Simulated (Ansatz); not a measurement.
CH3SiH3 on a (100) slab of TiC (Fm-3m (No. 225)), 4 planes, outer planes TiC (top) and TiC (bottom), 1 a cell of 36.8 Å², relaxed and still whole (its atoms last):

```yaml
crystal:
  lattice:
    - [6.06863, 0.00000, 0.00000]
    - [0.00000, 6.06863, 0.00000]
    - [0.00000, 0.00000, 26.81215]
  atoms:
    - { symbol: Ti, position: [0.25000, 0.25000, 0.29837] }
    - { symbol: Ti, position: [0.25000, 0.75000, 0.29837] }
    - { symbol: Ti, position: [0.75000, 0.25000, 0.29837] }
    - { symbol: Ti, position: [0.75000, 0.75000, 0.29837] }
    - { symbol: C, position: [0.50000, 0.50000, 0.29837] }
    - { symbol: C, position: [0.50000, 0.00000, 0.29837] }
    - { symbol: C, position: [0.00000, 0.50000, 0.29837] }
    - { symbol: C, position: [0.00000, 0.00000, 0.29837] }
    - { symbol: Ti, position: [0.50000, 0.50000, 0.37839] }
    - { symbol: Ti, position: [0.50000, 0.00000, 0.37839] }
    - { symbol: Ti, position: [0.00000, 0.50000, 0.37839] }
    - { symbol: Ti, position: [0.00000, 0.00000, 0.37839] }
    - { symbol: C, position: [0.75000, 0.75000, 0.37839] }
    - { symbol: C, position: [0.75000, 0.25000, 0.37839] }
    - { symbol: C, position: [0.25000, 0.75000, 0.37839] }
    - { symbol: C, position: [0.25000, 0.25000, 0.37839] }
    - { symbol: Ti, position: [0.75109, 0.75001, 0.45780] }
    - { symbol: Ti, position: [0.75159, 0.25000, 0.45805] }
    - { symbol: Ti, position: [0.24908, 0.75001, 0.45780] }
    - { symbol: Ti, position: [0.24835, 0.25001, 0.45806] }
    - { symbol: C, position: [0.00003, 0.99996, 0.45786] }
    - { symbol: C, position: [0.00002, 0.50006, 0.45786] }
    - { symbol: C, position: [0.50004, 0.00026, 0.45838] }
    - { symbol: C, position: [0.50004, 0.49975, 0.45838] }
    - { symbol: Ti, position: [0.00016, 0.99926, 0.53708] }
    - { symbol: Ti, position: [0.00015, 0.50075, 0.53708] }
    - { symbol: Ti, position: [0.50021, 0.99902, 0.53561] }
    - { symbol: Ti, position: [0.50021, 0.50100, 0.53561] }
    - { symbol: C, position: [0.25180, 0.25007, 0.54103] }
    - { symbol: C, position: [0.25197, 0.75000, 0.54036] }
    - { symbol: C, position: [0.74791, 0.24999, 0.54104] }
    - { symbol: C, position: [0.74836, 0.75003, 0.54037] }
    - { symbol: C, position: [0.25695, 0.24981, 0.66727] }
    - { symbol: Si, position: [0.00952, 0.24991, 0.62508] }
    - { symbol: H, position: [0.25642, 0.10172, 0.69091] }
    - { symbol: H, position: [0.25459, 0.39558, 0.69161] }
    - { symbol: H, position: [0.41195, 0.25179, 0.64608] }
    - { symbol: H, position: [0.00096, 0.00416, 0.60848] }
    - { symbol: H, position: [0.00054, 0.49568, 0.60852] }
    - { symbol: H, position: [0.80370, 0.24984, 0.65608] }
```

All numbers below come from DFT PBE+D3(BJ), scalar-relativistic, plane waves, PAW (Ansatz). Cutoff 420 eV; k points 3×3×1 on the computed 40-atom cell (Γ-centred); Gaussian smearing, width 0.10 eV; no spin polarisation. The cell repeats along c with a dipole correction in the vacuum.

It binds with 0.85 eV a molecule against the clean slab and the free molecule (no zero-point or thermal terms); its shortest contact is H–Ti 1.92 Å. Take first-order desorption with no barrier to adsorption, no reaction on the face and an assumed prefactor of 10^13 s⁻¹.

Problem. How long does a molecule stay at 300 K?

Solution. τ = ν⁻¹·exp(E/k_BT) with k_BT = 0.0259 eV: E/k_BT = 32.9, so τ ≈ 2×10^1 s. It outlasts a purge of seconds.

Problem. Where does its peak lie in a desorption experiment heated at 5 K/s?

Solution. The peak obeys E/(k_B·T_p²) = (ν/β)·exp(−E/k_BT_p). Solving gives T_p ≈ 322 K (E/k_BT_p = 30.7). An error of 0.1 eV in E moves it by about 38 K, and larger molecules have larger prefactors, which lowers it.

Problem. Is this physisorption or chemisorption?

Solution. The tightest contact, H–Ti 1.91 Å, is 1.00 times the sum of covalent radii, and deformation and lateral interaction add up to +0.73 eV. This is chemisorption.

The molecule may also break up before it leaves, which wasn't tried.